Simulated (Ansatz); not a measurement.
Runs of Ansatz 0.2.0 on AlN. It takes space group P6_3mc (No. 186, hexagonal). The conventional cell has a = 3.113 Å, b = 3.113 Å, c = 4.981 Å, α = 90.00°, β = 90.00°, γ = 120.00°. Al (site symmetry 3m) has 4 N at 1.89 Å as nearest neighbours. Around N (site symmetry 3m) lie 4 Al at 1.89 Å. 

```csv
task,level,cell,k mesh,cutoff (eV),points for each segment of the path,mesh quality,gap on the mesh (eV),pressure (GPa),V0 of scaled cells (Å³/atom),relaxed volume (Å³/atom),B0 (GPa),largest force (eV/Å)
equation of state,RPBE+D4,as given,10 × 10 × 6,420,-,not flagged,-,-,10.27,-,202,-
relaxation of cell and atoms,revPBE0,relaxed,5 × 5 × 3,420,-,coarse,(c),0.0,-,10.47,-,-
equation of state,LDA,as given,10 × 10 × 6,420,-,not flagged,-,-,10.21,-,211,-
band structure,rPW86-PBE,as given,10 × 10 × 6,420,14,not flagged,4.38,6.5,-,-,-,0.12
band structure,r2SCAN,as given,10 × 10 × 6,500,14,not flagged,(a),-0.9,-,-,-,0.12
relaxation of cell and atoms,PBEsol,relaxed,10 × 10 × 6,420,-,not flagged,4.09,0.0,-,10.46,-,-
band structure,revPBE0,as given,6 × 6 × 3,420,4,coarse,6.34,(b),-,-,-,0.13
```

Alike in all rows: potentials or basis Ansatz PAW; no spin polarisation; smearing fermi-dirac 0.05 eV.

Problem. Estimate the missing entries.

Solution. (a) 4.86; (b) 0.5; (c) 6.28.

Caveats: some runs use coarse meshes; the PAW data sets come from PBE, with cores solved anew for the run's functional, which leaves a small shift of forces and pressure (some runs); the cell was scaled at fixed shape and fractional positions, which overstates the stiffness of a crystal with free parameters, most of all of layers and chains (some runs); the plane-wave basis is chosen anew once the cell has moved, so the energies of steps on either side of that aren't comparable (some runs); the potentials were made for another functional, which shifts forces and pressure (some runs); odd divisions of the mesh miss points on the zone boundary, where band edges often lie, so the gap on the mesh can be too wide (some runs); the thresholds are loose for stress (some runs).

A k mesh can miss the band edges.

Runs at the PBE level aren't shown here.
